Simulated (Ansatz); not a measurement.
**PbS (model cell, started as NiAs type): following an unstable mode**

Wanted: the energy along a soft mode of PbS (model cell, started as NiAs type) and the structure at the end.

Calculated with Ansatz 0.2.0; DFT PBEsol, scalar-relativistic, plane waves, PAW.

The structure was built from a prototype and need not be the compound's stable phase.

### 1. The structure

Symmetry: P6_3/mmc, No. 194, hexagonal system. The conventional cell has a = 4.068 Å, b = 4.068 Å, c = 7.269 Å, α = 90.00°, β = 90.00°, γ = 120.00°. Pb has 6 S at 2.97 Å nearest. Nearest to S lie 6 Pb at 2.97 Å. Farther neighbours and most contacts between anions are not listed.

### 2. Response at finite wavevector

The cell comes from relaxations at this level that are not shown. The mesh has a single point along some directions, so zone-edge points there are not solved. Linear response on a 2×2×1 q mesh gives force constants as far as a supercell of that size would.

File input.yaml:

```yaml
crystal:
  lattice:
    - [4.0683400408, 0.0, 0.0]
    - [-2.0341700204, 3.5232858266, 0.0]
    - [0.0, 0.0, 7.2689196984]
  atoms:
    - { symbol: Pb, position: [0.0, 0.0, 0.0] }
    - { symbol: Pb, position: [0.0, 0.0, 0.5] }
    - { symbol: S, position: [0.3333333333, 0.6666666667, 0.25] }
    - { symbol: S, position: [0.6666666667, 0.3333333333, 0.75] }
kpoints:
  mp_grid: { grid: [12, 12, 6] }
hamiltonian:
  xc: pbesol
scf:
  occupations: { method: methfessel_paxton, width: 0.15 }
output:
  eigenvalues: true
phonons:
  method: dfpt
  qmesh: [2, 2, 1]
  temperatures: { t_max: 1000, t_step: 50 }
  qpath:
    path:
      - [[0.0, 0.0, 0.0], [0.5, 0.0, 0.0], [0.33333333, 0.33333333, 0.0], [0.0, 0.0, 0.0], [0.0, 0.0, 0.5], [0.5, 0.0, 0.5], [0.33333333, 0.33333333, 0.5], [0.0, 0.0, 0.5]]
      - [[0.5, 0.0, 0.5], [0.5, 0.0, 0.0]]
      - [[0.33333333, 0.33333333, 0.5], [0.33333333, 0.33333333, 0.0]]
    npoints: 10
```

Run with:

```bash
> ansatz run input.yaml --threads 4 --pin off --max-ram 7168MiB --backend cpu --events-out ev --progress --plain --runs-dir out
```

Numbers of over 12 decimals in the logs are rounded to 6 here.

The program printed:

```text
Engine: ansatz 0.2.0, x86_64-unknown-linux-gnu
Pseudopotentials: kind: paw
Pseudopotential: Pb, paw, valence charge 14, recommended cutoff 420 eV (normal), Pb.paw.azcp
Pseudopotential: S, paw, valence charge 6, recommended cutoff 420 eV (normal), S.paw.azcp
Functional definition: PBEsol
  exchange = pbesol_x
  correlation = pbesol_c
Crystal: 4 atoms, lattice volume = 104.192 Å³
Basis set: ecut = 420 eV, 2005 PW (Γ), exchange–correlation on 60×60×100 points (8 copies of the dense FFT grid, shifted against one another)
Bands: 24, of which v1, the nominal top of the filled ones, is band 20 counted from 1 (19 counted from 0)
Symmetry: 24 space group operations
k-points: 76 of 864
Non-local potential: Pb, projectors of the file, l = 0: 2, l = 1: 2, l = 2: 2, l = 3: 2
Non-local potential: S, projectors of the file, l = 0: 2, l = 1: 2, l = 2: 2
PAW form: soft (Blöchl's): semilocal exchange-correlation on the pseudo side does not see the compensation charge
PAW frozen core: Pb, regenerated for the run's functional, and the local potential with it (the file was generated under x = pbe(κ = 0.804, μ = 0.219515), c = pbe(β = 0.066725))
PAW frozen core: S, regenerated for the run's functional, and the local potential with it (the file was generated under x = pbe(κ = 0.804, μ = 0.219515), c = pbe(β = 0.066725))
PAW one-centre angular grid: Pb, 590 points (default); XC on 64 Gauss nodes
PAW one-centre angular grid: S, 110 points (default); XC on 64 Gauss nodes
Initial density: superposition of atomic densities (neutral atoms: chi_scale 0, normalization atom), corrected by the library's trained network
Initial wavefunctions: pseudopotential atomic-orbital guess
Functional: x = pbesol(κ = 0.804, μ = 0.123457), c = pbesol(β = 0.046)
SCF iter   1: F=—  HF=-25281.605932 eV  |F-HF|=—  |Δ(HF+E_count)|=         —  Δρ=4.26e-3  dr2=3.54e-2  ethr=1.77e-3  ⟨swp⟩=6.2  Hψ=8489  notcnv=0
preconditioner: auto → Kerker (q_TF=auto, 2.326 Å⁻¹)  [metal: Δε(μ)=0.013 eV  Ē_g=13.841 eV  σ=0.150 eV  W_gap=0.08  n_scr=22 (ndim 8)  ℏωp=23.0 eV  f_vac=0.000  D(μ)=0.18/eV (n_scr^D=0)]
SCF iter   2: F=—  HF=-25281.595505 eV  |F-HF|=—  |Δ(HF+E_count)|=   1.04e-2  S|Δr|=    0.00e0  Δρ=1.90e-3  dr2=6.23e-3  ethr=8.84e-5  ⟨swp⟩=1.2  Hψ=2508  notcnv=0
SCF iter   3: F=—  HF=-25281.593929 eV  |F-HF|=—  |Δ(HF+E_count)|=   1.58e-3  S|Δr|=    0.00e0  Δρ=3.73e-4  dr2=1.59e-4  ethr=1.56e-5  ⟨swp⟩=2.0  Hψ=2280  notcnv=0
SCF iter   4: F=—  HF=-25281.593932 eV  |F-HF|=—  |Δ(HF+E_count)|=   3.20e-6  S|Δr|=    0.00e0  Δρ=1.33e-4  dr2=1.96e-5  ethr=3.97e-7  ⟨swp⟩=2.4  Hψ=2559  notcnv=0
SCF iter   5: F=—  HF=-25281.593941 eV  |F-HF|=—  |Δ(HF+E_count)|=   8.84e-6  S|Δr|=    0.00e0  Δρ=2.79e-5  dr2=1.22e-6  ethr=4.89e-8  ⟨swp⟩=2.3  Hψ=2579  notcnv=0
SCF iter   6: F=—  HF=-25281.593941 eV  |F-HF|=—  |Δ(HF+E_count)|=   4.64e-7  S|Δr|=    0.00e0  Δρ=9.38e-6  dr2=1.63e-7  ethr=3.06e-9  ⟨swp⟩=2.2  Hψ=2570  notcnv=0
SCF iter   7: F=—  HF=-25281.593942 eV  |F-HF|=—  |Δ(HF+E_count)|=   9.53e-8  S|Δr|=    0.00e0  Δρ=2.45e-6  dr2=6.34e-9  ethr=4.08e-10  ⟨swp⟩=2.8  Hψ=3183  notcnv=0
SCF iter   8: F=—  HF=-25281.593942 eV  |F-HF|=—  |Δ(HF+E_count)|=   3.28e-9  S|Δr|=    0.00e0  Δρ=6.22e-7  dr2=4.07e-10  ethr=1.58e-11  ⟨swp⟩=2.3  Hψ=2647  notcnv=0
SCF iter   9: F=—  HF=-25281.593942 eV  |F-HF|=—  |Δ(HF+E_count)|=  9.09e-11  S|Δr|=    0.00e0  Δρ=1.33e-7  dr2=1.37e-11  ethr=1.02e-12  ⟨swp⟩=2.1  Hψ=3300  notcnv=0
SCF iter  10: F=-25281.593942 eV  HF=-25281.593942 eV  |F-HF|=1.09e-11  |Δ(HF+E_count)|=  1.09e-11  S|Δr|=    0.00e0  Δρ=1.55e-8  dr2=3.05e-13  ethr=1.00e-12  ⟨swp⟩=5.5  Hψ=7858  notcnv=0
SCF 1 converged in 10 iterations: F = -25281.593942 eV  dr2 = 3.05e-13
  greatest PAW one-centre occupation: 0.982 electrons in one spin orbital (limit 2), on the Pb atom at site 1 (counted from 0), in its partial waves of l = 2
phonons: the bands overlap, so this run is a metal and interpolates without the dipole-dipole term. If the crystal is really an insulator or semiconductor, its LO-TO splitting is missing
NSCF: frozen V_eff on 76 k-points
NSCF: frozen V_eff on 242 k-points
DFPT response loops at q = (0, 0, 0) (fractional): preconditioner auto → Kerker (q_TF=auto, 2.326 Å⁻¹) (partly filled bands, converged f_vac=0.000); β = 1.00, the filter's whole step (`scf.mixing.beta` (0.50) is not read by the response loops under this deck's `scf.mixing.preconditioner`; to damp them name `kerker` or `kerker_dos`, under which they read `scf.mixing.beta`, and type it under 1.00, their step now; both keys bind the ground state too); Broyden in place of MSR1
NSCF: frozen V_eff on 484 k-points
DFPT response loops at q = (0, -0.5, 0) (fractional): mixed as the last ones told, above
SCF converged after 10 iterations
Stability not checked: this state was not tested for a lower state beside it, because cold or Methfessel-Paxton smearing, or corrected tetrahedra, fill the levels in a way that the test cannot read (fill_not_monotonic; see scf.lower_state_search)
Free energy (F): -25281.593942 eV
Harris-Foulkes:  -25281.593942 eV  (|F-HF|=1.09e-11)
Internal energy: -25281.594037 eV  (E = F + TS)
E sigma→0 (E₀):  -25281.593965 eV
Entropy (-TS):   0.000095 eV (0.024 meV/atom)
Fermi energy:    8.570367 eV
--- Per-component energies (eV) ---
  E_band       = -115.577288
  E_kinetic    = 786.796584
  E_local      = -2477.500354  (includes V_loc(G=0)·N_el)
  E_nonlocal   = 761.606890
  E_hartree    = 963.305697
  E_xc         = -631.207332
  E_vxc        = -440.995237  (∫ρ·V_xc dr)
  E_paw        = -21674.653914  (= ΣΔE_a)
  E_vpaw       = -672.096655  (= ΣTr[D̂ρ^β])
  E_aug_tail   = 0.000096  (compensation charges beyond the density's cutoff)
  E_ewald      = -3010.189836
  E_core_change = 0.248132  (= ΣΔE_core)
  E_smearing   = 0.000095  (= −TS)
  E_closure    = 0.000000  (closes the sum)
  Σ components = -25281.593942   (vs F -25281.593942, Δ=0.00e0)
--- Band table (eV; the first three rows and the last of 76) ---
  k-point 0: bands = [... 16 lower, 6.3468, 6.8080, 6.8080, 8.5991, 8.8640, 11.6750, 11.6750, 12.1515]
  k-point 1: bands = [... 16 lower, 6.3785, 6.7784, 6.7784, 8.0838, 9.4321, 11.6738, 11.6738, 12.0681]
  k-point 2: bands = [... 16 lower, 6.4648, 6.6962, 6.6962, 7.4860, 10.1898, 11.6890, 11.6890, 11.8985]
  k-point 75: bands = [... 16 lower, 6.2281, 6.2281, 6.3125, 6.3125, 8.8994, 8.8994, 12.1813, 12.1813]
--- Phonons (Γ-DFPT): 4 representative perturbations + reference (Σ response iterations 12) ---
  ASR residual: 1.275e-5 → 0.000e0 eV/Å²; symmetrization residual: 2.890e-6 eV/Å²
  ASR residual per site (eV/Å²): 1.28e-5 1.28e-5 2.05e-6 2.05e-6
  Γ frequencies (cm⁻¹): -34.23 0.00 0.00 0.00 34.15 34.15 106.54 106.54 118.28 179.54 179.54 238.21
--- Phonons (arbitrary-q DFPT): 2 irreducible q on the 2×2×1 mesh ---
  q = [0.0000, 0.0000, 0.0000] (star 1, of the zone-centre solve; hermiticity 1.07e-6, symmetrization 3.95e-12): -34.23 -0.00 -0.00 0.00 34.15 34.15 106.54 106.54 118.28 179.54 179.54 238.21
  q = [0.0000, -0.5000, 0.0000] (star 3, 6 solved perturbations in 1242 linear systems a pass and spin channel, the states on 242 of 864 k-point pairs; hermiticity 1.22e-6, symmetrization 3.05e-13): -64.79 22.21 35.98 47.69 59.87 70.72 86.53 94.02 111.19 181.48 205.10 216.53
  sum rule: each row above includes the acoustic sum rule's correction from the zone centre's row sums; it moved no ω² by more than (0.13 cm⁻¹)²
  mesh force constants: q→R imaginary residual 2.52e-17; ASR residual 1.275e-5 → 0.000e0 eV/Å²; symmetrization residual 3.997e-15 eV/Å²
  interpolated dispersion: 93 rows × 12 modes
  density of states and harmonic sums: on the 18×18×9 q-mesh, interpolated from the force constants of a 2×2×1 supercell (no non-analytic term)
  largest difference from the sums on the solved wave vectors: F 2.87e-1 eV, S 4.35e-4 and C_V 1.48e-4 eV/K
  zero-point energy: 0.076164 eV/cell   skipped modes (ω ≤ 0): 16, of them read as no rigid motion or as one in doubt: 13 (3.841e-2 modes/cell left out, lowest -64.79 cm⁻¹)   left out of the sums: 3.29e-3 of the cell's modes: C_V's classical limit lies that fraction below 3 k_B per atom; for a crystal, a wire or a layer, F and S can be off by more, and a phonons.interpolated_qmesh denser along its periods is the remedy for the sampling
```

It took 71 s on 4 threads of Intel Xeon 6975P-C (Granite Rapids), shared host; peak memory 1.7 GiB; 4.4 min of CPU time.

This step gave:

* volume per atom: 26.05 Å³
* gap on the k-mesh: 0 eV
* sum-rule residual before enforcement: 1.28e-5 eV/Å²
* point group: 6/mmm
* highest optical mode at the zone centre (no LO-TO term): 238.2 cm⁻¹
* lowest optical zone-centre mode: -34.23 cm⁻¹
* lowest mode on the q mesh (acoustic modes at Γ apart): -64.79 cm⁻¹
* highest frequency at a solved wavevector (no LO-TO term at Γ): 238.2 cm⁻¹

Frequencies (cm⁻¹) solved at each irreducible wavevector; negative means imaginary. Frequencies by wavevector, by row:

```tsv
q in reciprocal lattice units	star	mode 1	mode 2	mode 3	mode 4	mode 10	mode 11	mode 12
0 0 0	1	-34.2	0	0	0	179.5	179.5	238.2
0 -0.5 0	3	-64.8	22.2	36	47.7	181.5	205.1	216.5
```

Symmetry leaves 2 wavevectors to solve. The lowest mode among them, the acoustic zeros apart, lies at q = (0, -0.5, 0) and is imaginary, 64.8i cm⁻¹, so the energy falls along it.

### 3. The mode frozen in, largest atomic shift 0 Å

The mode followed lies at Γ with frequency 34.2i cm⁻¹, one of the unstable modes though not the softest. At small amplitude the distorted cell has space group no. 186 by a symmetry search on the positions. The undistorted cell that holds it gives the zero of energy on the same k mesh.

input.yaml, the sections that differ from step 2:

```yaml
output:
  forces: true
  stress: true
  eigenvalues: true
# crystal, kpoints, hamiltonian, scf: as in step 2
# phonons: removed
```

The program printed:

```text
[...]
Crystal: 4 atoms, lattice volume = 104.192 Å³
Basis set: ecut = 420 eV, 2005 PW (Γ), exchange–correlation on 60×60×100 points (8 copies of the dense FFT grid, shifted against one another)
Bands: 24, of which v1, the nominal top of the filled ones, is band 20 counted from 1 (19 counted from 0)
Symmetry: 24 space group operations
[...]
k-points: 76 of 864
[...]
--- Band table (eV; the first three rows and the last of 76) ---
  k-point 0: bands = [... 16 lower, 6.3469, 6.8080, 6.8080, 8.5991, 8.8641, 11.6750, 11.6750, 12.1515]
  k-point 1: bands = [... 16 lower, 6.3785, 6.7784, 6.7784, 8.0838, 9.4321, 11.6738, 11.6738, 12.0682]
  k-point 2: bands = [... 16 lower, 6.4648, 6.6962, 6.6962, 7.4860, 10.1899, 11.6890, 11.6890, 11.8985]
  k-point 75: bands = [... 16 lower, 6.2281, 6.2281, 6.3126, 6.3126, 8.8994, 8.8994, 12.1814, 12.1814]
[key lines of the parts left out:]
SCF converged after 7 iterations
Free energy (F): -25281.593942 eV
Fermi energy:    8.570380 eV
P = ⅓ Tr σ = -0.0027 GPa (-0.027 kbar)
```

The job ended after 1.6 s (4 threads; peak memory 0.53 GiB).

Numbers from this step:

```
pressure                         : -0.002698 GPa
energy from the undistorted cell : 0 meV/atom
```

The run ends at a pressure of 0.00 GPa.

### 4. The mode frozen in, largest atomic shift 0.08 Å

The atoms are moved along the unstable eigenvector, the largest shift by 0.08 Å, with the cell fixed.

input.yaml, the sections that differ from step 3:

```yaml
crystal:
  lattice:
    - [4.0683400408, 0.0, 0.0]
    - [-2.0341700204, 3.5232858266, 0.0]
    - [0.0, 0.0, 7.2689196984]
  atoms:
    - { symbol: Pb, position: [0.0, 0.0, 0.0017029186] }
    - { symbol: Pb, position: [0.0, 0.0, 0.5017029186] }
    - { symbol: S, position: [0.3333333333, 0.6666666667, 0.238994238] }
    - { symbol: S, position: [0.6666666667, 0.3333333333, 0.738994238] }
# kpoints, hamiltonian, scf, output: as in step 3
```

The program printed:

```text
[...]
Crystal: 4 atoms, lattice volume = 104.192 Å³
Basis set: ecut = 420 eV, 2005 PW (Γ), exchange–correlation on 60×60×100 points (8 copies of the dense FFT grid, shifted against one another)
Bands: 24, of which v1, the nominal top of the filled ones, is band 20 counted from 1 (19 counted from 0)
Symmetry: 12 space group operations
[...]
P = ⅓ Tr σ = 0.1531 GPa (1.531 kbar)
--- Band table (eV; the first three rows and the last of 76) ---
  k-point 0: bands = [... 16 lower, 6.3349, 6.7916, 6.7916, 8.5096, 8.9458, 11.6734, 11.6734, 12.1543]
  k-point 1: bands = [... 16 lower, 6.3663, 6.7623, 6.7623, 8.0617, 9.4461, 11.6726, 11.6726, 12.0709]
  k-point 2: bands = [... 16 lower, 6.4518, 6.6810, 6.6810, 7.4788, 10.1876, 11.6888, 11.6888, 11.9007]
  k-point 75: bands = [... 16 lower, 6.2076, 6.2076, 6.3211, 6.3211, 8.9333, 8.9333, 12.1794, 12.1794]
[key lines of the parts left out:]
SCF converged after 7 iterations
Free energy (F): -25281.594586 eV
Fermi energy:    8.558320 eV
```

Run time: 2.4 s. Hardware: 4 threads; peak memory 0.49 GiB; 8.5 s of CPU time.

This step gave:

```yaml
pressure: 0.1531 GPa
gap_on_the_k_mesh: 0.06173 eV
energy_from_the_undistorted_cell: -0.164 meV/atom
```

The energy, extrapolated to zero smearing, is -0.16 meV/atom against the undistorted cell.

The run ends at a pressure of 0.15 GPa, with forces up to 0.0029 eV/Å.

### 5. Energy along the mode, all amplitudes (two of the runs are shown above)

An imaginary frequency means negative curvature, so the energy should fall and then rise again as anharmonic terms take over.

This step gave:

```yaml
depth_at_the_lowest_point_sampled: 0.164 meV/atom
largest_atomic_shift_at_that_point: 0.08 Å
```

The energy from the parent by largest atomic shift:

```tsv
largest atomic shift (Å)	energy from the parent (meV/atom)
0.000	0
0.040	-0.058
0.080	-0.164
0.140	0.092
0.220	3.30
0.320	17.6
```

Displacement at unit largest shift by atom:

```tsv
atom	x (Å)	y (Å)	z (Å)	size
Pb1	0.00	0.00	0.15	0.15
Pb2	0.00	0.00	0.15	0.15
S3	0.00	0.00	-1.00	1.00
S4	0.00	0.00	-1.00	1.00
```

The lowest of the steps tried is at 0.08 Å, 0.164 meV/atom below the parent; the bottom of the well need not coincide with a step.

(Part 1 of 2 ends here.)

[Logs are printed without paths, hosts, clocks, repeated set-up lines and the standing remarks that a program may print on its own settings, such as how far it seeks lower states.]

[Hosts, paths, dates, database ids (printed as entryN), source tags and the programs' standing remarks are cut or masked in the printed files.]
